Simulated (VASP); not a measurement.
# AlP (F-43m) in VASP: further runs, part 2 of 2

VASP 6.6.1.

## 5. Single point, LDA (cell and atoms relaxed tightly for response)

Input file INCAR:

```
ALGO = Normal
EDIFF = 1E-6
ENCUT = 520
ISIF = 2
ISMEAR = 0
LASPH = True
LCHARG = True
LELF = True
LREAL = False
LVHAR = True
LWAVE = False
NBANDS = 11
NELM = 100
PREC = Accurate
SIGMA = 0.01
```

Input file KPOINTS:

```
k-points
0
Gamma
  8 8 8
```

Input file POSCAR:

```
AlP
1.0
    0.0000000000      2.7169780668      2.7169780668
    2.7169780668      0.0000000000      2.7169780668
    2.7169780668      2.7169780668      0.0000000000
Al P
1 1
Direct
    0.0000000000      0.0000000000      0.0000000000
    0.7500000000      0.7500000000      0.7500000000
```

Run with:

```bash
$ cat potpaw_LDA.64/Al/POTCAR potpaw_LDA.64/P/POTCAR > POTCAR
$ mpirun -np 1 vasp_std > vasp.out
```

Wall time 11 s (1 thread of Intel Xeon Platinum 8259CL at 2.50GHz (Skylake/Cascade Lake), shared host); peak memory 0.14 GiB.

It converged, with:

```yaml
Free_energy: -11.4123 eV
Pressure: 0.1 GPa
Band_gap_on_the_k_mesh: 1.41 eV, indirect (least direct gap 3.24 eV)
```

Levels at points of the mesh, in eV from the valence-band top:
| k point | band 1 | band 2 | band 3 | band 4 | band 5 | band 6 | band 7 | band 8 | band 9 |
| --- | --- | --- | --- | --- | --- | --- | --- | --- | --- |
| (0.00, 0.00, 0.00) | -11.59 | 0.00 | 0.00 | 0.00 | 3.24 | 4.49 | 4.49 | 4.49 | 8.83 |
| (0.50, 0.00, 0.00) | -9.86 | -5.64 | -0.78 | -0.78 | 2.72 | 4.74 | 4.74 | 8.11 | 11.55 |
| (0.50, 0.50, 0.00) | -9.17 | -5.40 | -2.15 | -2.15 | 1.41 | 2.33 | 11.01 | 11.01 | 11.99 |

A k mesh can miss the band edges.

## 6. Relaxation of cell and atoms, LDA (cell and atoms relaxed tightly for response)

Input file INCAR:

```
PREC = Accurate ; ENCUT = 600
EDIFF = 1E-6 ; ISMEAR = 0
SIGMA = 0.01 ; LREAL = F
LASPH = T ; NELM = 100
ALGO = Normal ; ISIF = 3
LWAVE = F ; LCHARG = F
GGA = CA ; IBRION = 2
NSW = 80 ; EDIFFG = -0.001
```

Input file KPOINTS:

```
regular mesh
0
Gamma
  8 8 8
```

POSCAR is that of step 5.

Potentials or basis: VASP PAW LDA potentials, release 64 (Al, P).

Run with:

```bash
$ cat potpaw_LDA.64/Al/POTCAR potpaw_LDA.64/P/POTCAR > POTCAR
$ mpirun -np 1 vasp_std > vasp.out
```

OUTCAR:

```text
PREC = Accurate
   ENCUT = 600
   EDIFF = 1E-6
   ISMEAR = 0
   LREAL = F
   LASPH = T
   NELM = 100
   ISIF = 3
   GGA = CA
   IBRION = 2
   NSW = 80
   EDIFFG = -0.001

 ion  position               nearest neighbor table
   1  0.000  0.000  0.000-   2 2.35   2 2.35   2 2.35   2 2.35
   2  0.750  0.750  0.750-   1 2.35   1 2.35   1 2.35   1 2.35

  LATTYP: Found a face centered cubic cell.
 ALAT       =     5.4339561336

  Lattice vectors:

 A1 = (   0.0000000000,   2.7169780668,   2.7169780668)
 A2 = (   2.7169780668,   0.0000000000,   2.7169780668)
 A3 = (   2.7169780668,   2.7169780668,   0.0000000000)

Analysis of symmetry for initial positions (statically):
=====================================================================
 Subroutine PRICEL returns:
 Original cell was already a primitive cell.

 Routine SETGRP: Setting up the symmetry group for a
 face centered cubic supercell.

 Subroutine GETGRP returns: Found 24 space group operations
 (whereof 24 operations were pure point group operations)
 out of a pool of 48 trial point group operations.

The static configuration has the point symmetry T_d .

Analysis of symmetry for dynamics (positions and initial velocities):
=====================================================================
[... 170 lines left out ...]
  external PRESSURE =       0.5905686 kB  Pullay stress =       0.0000000 kB
[... 59 lines left out ...]
--------------------------------------- Ionic step        3  -------------------------------------------

 number of electron       8.0000000 magnetization

 Free energy of the ion-electron system (eV)
  ---------------------------------------------------
  ext. energy  EPLUGINS =         0.00000000
  ---------------------------------------------------
  free energy    TOTEN  =       -11.41257122 eV

  energy without entropy =      -11.41257122  energy(sigma->0) =      -11.41257122

 E-fermi :   4.6382     XC(G=0):  -9.5008

 val. band max:        4.5765512346   @ k =   0.0000   0.0000   0.0000
 cond. band min:       5.9920253630   @ k =   0.5000   0.5000   0.0000
 fundamental gap:      1.4154741284
 Fermi energy:         4.6381811790

 k-point     1 :       0.0000    0.0000    0.0000
  band No.  band energies     occupation
      1      -7.0074      2.00000
      2       4.5766      2.00000
      3       4.5766      2.00000
      4       4.5766      2.00000
      5       7.8120      0.00000
      6       9.0680      0.00000
      7       9.0680      0.00000
      8       9.0680      0.00000
[... 243 lines left out ...]
 k-point    24 :      -0.3750    0.2500    0.1250
  band No.  band energies     occupation
      1      -4.9532      2.00000
      2      -0.6921      2.00000
      3       1.9148      2.00000
      4       3.0526      2.00000
      5       8.4343      0.00000
      6       9.0092      0.00000
      7      11.4212      0.00000
      8      12.2219      0.00000

 [... further k-points ...]

------------------------ aborting loop because EDIFF is reached ----------------------------------------

  FORCE on cell =-STRESS in cart. coord.  units (eV):
  Direction    XX          YY          ZZ          XY          YZ          ZX
  --------------------------------------------------------------------------------------
  -------------------------------------------------------------------------------------
  Total       -0.0008599     -0.0008599     -0.0008599     -0.0000000      0.0000000     -0.0000000
  in kB       -0.0343203     -0.0343203     -0.0343203     -0.0000000      0.0000000     -0.0000000
  external PRESSURE =      -0.0343203 kB  Pullay stress =       0.0000000 kB
[... 17 lines left out ...]
  FREE ENERGIE OF THE ION-ELECTRON SYSTEM (eV)
  ---------------------------------------------------
  free  energy   TOTEN  =       -11.4125712180 eV

  energy  without entropy=      -11.4125712180  energy(sigma->0) =      -11.41257122

 reached required accuracy - stopping structural energy minimisation
```

OSZICAR:

```text
N       E                     dE             d eps       ncg     rms          rms(c)
DAV:   1     0.119501676186E+02    0.11950E+02   -0.35911E+03   472   0.874E+02
DAV:   2    -0.111941288649E+02   -0.23144E+02   -0.21649E+02   632   0.946E+01
DAV:   3    -0.118473801130E+02   -0.65325E+00   -0.65325E+00   600   0.197E+01
DAV:   4    -0.118502757768E+02   -0.28957E-02   -0.28957E-02   768   0.143E+00
[... 14 lines left out ...]
   2 F= -.11412570E+02 E0= -.11412570E+02  d E =-.346190E-05
       N       E                     dE             d eps       ncg     rms          rms(c)
DAV:   1    -0.114125730220E+02   -0.33396E-05   -0.47671E-05   496   0.415E-02    0.804E-03
DAV:   2    -0.114125715097E+02    0.15123E-05   -0.40139E-06   480   0.111E-02    0.465E-03
DAV:   3    -0.114125712180E+02    0.29168E-06   -0.10280E-06   240   0.547E-03
   3 F= -.11412571E+02 E0= -.11412571E+02  d E =-.517457E-05
```

CONTCAR:

```text
AlP
   1.00000000000000
    -0.0000000000000000    2.7176015245515228    2.7176015245515228
     2.7176015245515228    0.0000000000000000    2.7176015245515228
     2.7176015245515228    2.7176015245515228    0.0000000000000000
  Al              P
     1     1
Direct
     0.0000000000000000    0.0000000000000000    0.0000000000000000
     0.7500000000000000    0.7500000000000000    0.7500000000000000

  0.00000000E+00  0.00000000E+00  0.00000000E+00
  0.00000000E+00  0.00000000E+00  0.00000000E+00
```

It took 9.9 s on 1 thread of Intel Xeon Platinum 8259CL at 2.50GHz (Skylake/Cascade Lake), shared host; peak memory 0.15 GiB.

What came out:

| Property | Result |
| --- | --- |
| Free energy | -11.4126 eV |
| Relaxed volume | 20.07 Å³/atom |
| Relaxed cell | a = 3.843 Å, b = 3.843 Å, c = 3.843 Å, α = 60.00°, β = 60.00°, γ = 60.00° |
| Space group after relaxing (to 0.05 Å) | F-43m (No. 216) |
| Energy gained by relaxing | 0.0 meV/atom |
| Ionic steps | 3 |
| Pressure after relaxing | 0.0 GPa |
| Band gap on the k mesh | 1.42 eV, indirect (least direct gap 3.24 eV) |

Final structure:
```yaml
crystal:
  lattice:
    - [0.00000, 2.71760, 2.71760]
    - [2.71760, 0.00000, 2.71760]
    - [2.71760, 2.71760, 0.00000]
  atoms:
    - { symbol: Al, position: [0.00000, 0.00000, 0.00000] }
    - { symbol: P, position: [0.75000, 0.75000, 0.75000] }
```

## 7. The runs side by side

| task | cell | k mesh | cutoff (eV) | target pressure | gap on the mesh (eV) | pressure (GPa) |
| --- | --- | --- | --- | --- | --- | --- |
| relaxation of cell and atoms | relaxed to 9 GPa | 10 × 10 × 10 | 600 | 9 GPa | 1.24 | 9.0 |
| single point | F-43m, 18.44 Å³/atom | 8 × 8 × 8 | 520 | - | 1.24 | 9.1 |
| relaxation of cell and atoms | relaxed to 9 GPa | 8 × 8 × 8 | 600 | 9 GPa | 1.24 | 9.0 |
| single point | cell and atoms relaxed tightly for response | 8 × 8 × 8 | 520 | - | 1.41 | 0.1 |
| relaxation of cell and atoms | relaxed from: cell and atoms relaxed tightly for response | 8 × 8 × 8 | 600 | - | 1.42 | 0.0 |

Alike in all rows: level LDA; potentials or basis VASP PAW LDA potentials, release 64 (Al, P); no spin polarisation; smearing gaussian 0.01 eV.

Caveats: the cell is relaxed towards a set pressure, so the enthalpy falls and the energy may rise (some runs).

Absolute energies hang on the potentials; compare differences alone.

## 8. Comparison with measurements

Step 3. Measured gap of AlP: 2.505 eV (indirect; 4.2 K; a printed reference work, data compilation). This calculation gives 1.24 eV (-1.27 eV). So large a miss can be the level of theory's own, or it may mean another phase, state or a wrong row. The value is that of LDA on a finite k mesh, which can miss the band edges, without temperature or zero-point motion. Semilocal functionals fall short of measured gaps as a rule.
